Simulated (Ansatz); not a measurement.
Geometry optimisation in Ansatz: input, command and trajectory.

```yaml
crystal:
  lattice:
    - [2.1922977277, 2.1922977277, 0.0]
    - [-2.1922977277, 2.1922977277, 0.0]
    - [0.0, 0.0, 4.6015651274]
  atoms:
    - { symbol: B, position: [0.0, 0.0, 0.0] }
    - { symbol: B, position: [0.5, 0.5, 0.5] }
    - { symbol: P, position: [0.5, 0.0, 0.75] }
    - { symbol: P, position: [0.0, 0.5, 0.25] }
basis:
  ecutwfc: 420
kpoints:
  mp_grid: { grid: [8, 8, 6] }
hamiltonian:
  xc: pbesol
scf:
  occupations: { method: gaussian, width: 0.02 }
output:
  forces: true
  stress: true
  eigenvalues: true
relax:
  adjacent_minimum: "off"
  f_tol: 0.008
  max_steps: 40
  cell: { stress_tol: 0.015, fix: [a, b, gamma] }
```

```bash
ansatz run input.yaml --threads 1 --pin off --max-ram 2560MiB --backend cpu --events-out ev --progress --plain --runs-dir out
```

These are results of Ansatz, DFT PBEsol, scalar-relativistic, plane waves, PAW, not measurements.

Of 4 frames 3 are shown, positions in Å and forces in eV/Å; the SCF threshold varies from step to step. Steps run on the plane waves of an earlier cell, with a Pulay correction in the pressure. The basis is chosen afresh for the last frame, the zero of the energies, and at times for earlier ones too; energy and pressure step there, also at an unchanged geometry.

```xyz
4
Lattice="2.1923 2.1923 0.0000 -2.1923 2.1923 0.0000 0.0000 0.0000 4.6016" Properties=species:S:1:pos:R:3:forces:R:3 pbc="T T T" step=1 free_energy_over_end_meV_per_atom=0.22 pressure_GPa=7.87
B     0.0000    0.0000    0.0000    0.0000    0.0000    0.0000
B     0.0000    2.1923    2.3008    0.0000    0.0000    0.0000
P     1.0961    1.0961    3.4512    0.0000    0.0000    0.0000
P    -1.0961    1.0961    1.1504    0.0000    0.0000    0.0000
4
Lattice="2.1923 2.1923 0.0000 -2.1923 2.1923 0.0000 0.0000 0.0000 4.5869" Properties=species:S:1:pos:R:3:forces:R:3 pbc="T T T" step=2 free_energy_over_end_meV_per_atom=-0.03 pressure_GPa=8.51
B     0.0000    0.0000    0.0000    0.0000    0.0000    0.0000
B     0.0000    2.1923    2.2934    0.0000    0.0000    0.0000
P     1.0961    1.0961    3.4402    0.0000    0.0000    0.0000
P    -1.0961    1.0961    1.1467    0.0000    0.0000    0.0000
4
Lattice="2.1923 2.1923 0.0000 -2.1923 2.1923 0.0000 0.0000 0.0000 4.5831" Properties=species:S:1:pos:R:3:forces:R:3 pbc="T T T" step=4 free_energy_over_end_meV_per_atom=0.00 pressure_GPa=8.68
B     0.0000    0.0000    0.0000    0.0000    0.0000    0.0000
B     0.0000    2.1923    2.2916    0.0000    0.0000    0.0000
P     1.0961    1.0961    3.4373    0.0000    0.0000    0.0000
P    -1.0961    1.0961    1.1458    0.0000    0.0000    0.0000
```

Time: 12 s on 1 thread of Arm Neoverse V2, with other jobs on the host, peak memory 0.33 GiB.